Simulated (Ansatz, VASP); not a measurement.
InP: VASP beside Ansatz

```
CELL_PARAMETERS angstrom
0.00000 2.93050 2.93050
2.93050 0.00000 2.93050
2.93050 2.93050 0.00000
ATOMIC_POSITIONS crystal
In 0.00000 0.00000 0.00000
P 0.75000 0.75000 0.75000
```

Alike in both runs: task single point; functional PBE; k mesh 4 × 4 × 4; no spin polarisation.

|  | VASP | Ansatz |
| --- | --- | --- |
| version | VASP 6.6.1 | Ansatz 0.2.0 |
| potentials or method | VASP PAW PBE potentials, release 64 (In_d, P) | scalar-relativistic, plane waves, PAW |
| plane-wave cutoff (eV) | 520 | 500 |
| occupations | gaussian, width 0.01 eV | fixed |
| valence electrons in the cell | 18 | 18 |

```csv
,VASP,Ansatz,Ansatz less VASP
gap on the k mesh at the Fermi level (eV),0.70,0.70,+0.003
```

Caveats: the k mesh is coarse (spacing up to 0.46 Å⁻¹), so the values aren't converged; spin-orbit coupling is left out, which moves the levels of the heavy elements. PBE gaps usually lie below the measured ones, often by a third to a half.
